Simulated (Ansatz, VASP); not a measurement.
# Ru: VASP beside Ansatz

```
CELL_PARAMETERS angstrom
0.00000 1.90419 1.90419
1.90419 0.00000 1.90419
1.90419 1.90419 0.00000
ATOMIC_POSITIONS crystal
Ru 0.00000 0.00000 0.00000
```

Alike in both runs: task relaxation of cell and atoms; functional PBEsol; k mesh 8 × 8 × 8; occupations gaussian, width 0.1 eV; no spin polarisation.

|  | VASP | Ansatz |
| --- | --- | --- |
| version | VASP 6.6.1 | Ansatz 0.2.0 |
| potentials or method | VASP PAW PBE potentials, release 64 (Ru_pv) | scalar-relativistic, plane waves, PAW |
| plane-wave cutoff (eV) | 600 | 420 |
| valence electrons in the cell | 14 | 16 |

|  | VASP | Ansatz | Ansatz less VASP |
| --- | --- | --- | --- |
| gap on the k mesh at the Fermi level, each at its own relaxed structure (eV) | none | none | - |
| relaxed volume (Å³/atom) | 13.36 | 13.34 | -0.020 |
| relaxed cell length with the largest relative difference (Å) | 2.663 | 2.662 | -0.0013 |
| energy change over the relaxation (meV/atom) | -17 | -17 | +0.2 |

A gap of «none» marks a metal or a gap that the smearing closes. The two sets of potentials don't hold the same shells in valence.

Caveats: the PAW data sets were made with another functional, which shifts forces and pressure a little (VASP).
